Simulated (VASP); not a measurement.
VASP 6.6.1 run: LiH

INCAR

```
PREC = High
LASPH = .TRUE.
IBRION = -1
NELM = 56
NSW = 0
ISMEAR = 0
SIGMA = 0.01
ISIF = 2
ENCUT = 520
LREAL = .FALSE.
ALGO = Normal
NBANDS = 9
LCHARG = .FALSE.
LWAVE = .FALSE.
METAGGA = R2SCAN
EDIFF = 1E-7
```

KPOINTS

```
KPOINTS created by Atomic Simulation Environment
0
Gamma
10 10 10
0 0 0
```

POSCAR

```
Li H
 1.0000000000000000
    -0.0000000000000000    2.1451220115935112    2.1451220115935112
     2.1451220115935112   -0.0000000000000000    2.1451220115935112
     2.1451220115935112    2.1451220115935112   -0.0000000000000000
 Li  H
   1   1
Cartesian
 -0.0000000000000000 -0.0000000000000000 -0.0000000000000000
  1.0725610057967556  1.0725610057967556  1.0725610057967556
```

The recommended PBE PAW datasets give the neutral cell 4 valence electrons.

Command

```
mpirun -np 1 vasp_std
```

OSZICAR

```
N       E                     dE             d eps       ncg     rms          rms(c)
DAV:   1    -0.170098514704E+01   -0.17010E+01   -0.15100E+03   854   0.428E+02
DAV:   2    -0.729584432630E+01   -0.55949E+01   -0.55626E+01  1167   0.600E+01
DAV:   3    -0.741754781996E+01   -0.12170E+00   -0.12161E+00  1076   0.733E+00
DAV:   4    -0.741877427773E+01   -0.12265E-02   -0.12260E-02  1161   0.564E-01
DAV:   5    -0.741877898891E+01   -0.47112E-05   -0.47112E-05  1091   0.290E-02    0.317E+00
DAV:   6    -0.676986077141E+01    0.64892E+00   -0.22681E-01   970   0.267E+00    0.177E+00
DAV:   7    -0.670678245176E+01    0.63078E-01   -0.30614E-01   856   0.227E+00    0.312E-01
DAV:   8    -0.670943217518E+01   -0.26497E-02   -0.90038E-03  1024   0.623E-01    0.155E-01
DAV:   9    -0.671067979001E+01   -0.12476E-02   -0.18816E-03   878   0.349E-01    0.252E-02
DAV:  10    -0.671066920133E+01    0.10589E-04   -0.49246E-05   989   0.540E-02    0.648E-03
DAV:  11    -0.671065924360E+01    0.99577E-05   -0.40750E-06  1037   0.166E-02    0.129E-03
DAV:  12    -0.671065660393E+01    0.26397E-05   -0.27548E-07  1006   0.444E-03    0.600E-04
DAV:  13    -0.671065644456E+01    0.15937E-06   -0.18368E-08   959   0.122E-03    0.502E-05
DAV:  14    -0.671065643596E+01    0.86002E-08   -0.52679E-10   490   0.164E-04
   1 F= -.67106564E+01 E0= -.67106564E+01  d E =-.110969E-27
```

From OUTCAR

```
k-points           NKPTS =     47   k-points in BZ     NKDIM =     47   number of bands    NBANDS=      9

   NELECT =       4.0000    total number of electrons

   dimension x,y,z NGX =    24 NGY =   24 NGZ =   24
   dimension x,y,z NGXF=    36 NGYF=   36 NGZF=   36

  energy-cutoff  :      520.00
  volume of cell :       19.74
      direct lattice vectors                 reciprocal lattice vectors
     0.000000000  2.145122012  2.145122012    -0.233086975  0.233086975  0.233086975
     2.145122012  0.000000000  2.145122012     0.233086975 -0.233086975  0.233086975
     2.145122012  2.145122012  0.000000000     0.233086975  0.233086975 -0.233086975

 k-points in reciprocal lattice and weights: KPOINTS created by Atomic Simulation Env
   0.00000000  0.00000000  0.00000000       0.001
   0.10000000  0.00000000  0.00000000       0.008
   0.20000000  0.00000000  0.00000000       0.008
   0.30000000  0.00000000  0.00000000       0.008
   0.40000000  0.00000000  0.00000000       0.008
   0.50000000  0.00000000  0.00000000       0.004
   0.10000000  0.10000000  0.00000000       0.006
   0.20000000  0.10000000  0.00000000       0.024
   ...

 E-fermi :  -1.9024

 k-point     1 :       0.0000    0.0000    0.0000
  band No.  band energies     occupation
      1     -46.6960      2.00000
      2      -5.6167      2.00000
      3      12.1747      0.00000
      4      16.9390      0.00000
      5      16.9395      0.00000
      6      16.9395      0.00000
      7      18.5797      0.00000
      8      18.5798      0.00000
      9      18.5798      0.00000

 k-point     2 :       0.1000    0.0000    0.0000
  band No.  band energies     occupation
      1     -46.6938      2.00000
      2      -5.4576      2.00000
      3      11.1112      0.00000
      4      15.3814      0.00000
      5      16.1365      0.00000
      6      16.1369      0.00000
      7      19.6601      0.00000
      8      19.6603      0.00000
      9      21.6703      0.00000

 k-point     3 :       0.2000    0.0000    0.0000
  band No.  band energies     occupation
      1     -46.6882      2.00000
      2      -4.9898      2.00000
      3       8.4816      0.00000
      4      15.0755      0.00000
      5      15.2125      0.00000
      6      15.2129      0.00000
      7      20.4849      0.00000
      8      20.4850      0.00000
      9      22.6642      0.00000

 k-point     4 :       0.3000    0.0000    0.0000
  band No.  band energies     occupation
      1     -46.6813      2.00000
      2      -4.2591      2.00000
      3       5.7914      0.00000
      4      14.6293      0.00000
      5      14.6298      0.00000
      6      15.2651      0.00000
      7      19.4092      0.00000
      8      19.4093      0.00000
      9      21.9307      0.00000

 k-point     5 :       0.4000    0.0000    0.0000
  band No.  band energies     occupation
      1     -46.6757      2.00000
      2      -3.4321      2.00000
      3       3.7120      0.00000
      4      14.3629      0.00000
      5      14.3634      0.00000
      6      15.3811      0.00000
      7      18.3432      0.00000
      8      18.3434      0.00000
      9      21.9830      0.00000

 ...

  Total       -0.0681648     -0.0681648     -0.0681648      0.0000000      0.0000000      0.0000000
  in kB       -5.5320289     -5.5320289     -5.5320289      0.0000000      0.0000000      0.0000000
  external PRESSURE =      -5.5320289 kB  Pullay stress =       0.0000000 kB

 POSITION                                       TOTAL-FORCE (eV/Angst)
 -----------------------------------------------------------------------------------
      0.00000      0.00000      0.00000        -0.000000     -0.000000     -0.000000
      1.07256      1.07256      1.07256         0.000000      0.000000      0.000000
 -----------------------------------------------------------------------------------
    total drift:                                0.000000      0.000000      0.000000

  FREE ENERGIE OF THE ION-ELECTRON SYSTEM (eV)
  ---------------------------------------------------
  free  energy   TOTEN  =        -6.7106564360 eV

  energy  without entropy=       -6.7106564360  energy(sigma->0) =       -6.71065644
```

It converged. Results: gap between bands v and c on the k mesh 4.83 eV; least direct gap on the k mesh 5.85 eV; pressure -0.6 GPa. Band v is the last that the valence electrons fill when counted band by band, and c is the next.

For comparison, a separate r²SCAN run of the intended cell, on usual settings and not on those above, gives a gap of 4.82 eV on its mesh and a pressure of -0.2 GPa.

The run above took about 11 s on one core of a shared host (Intel Xeon 6975P-C) and held 0.12 GiB at most.
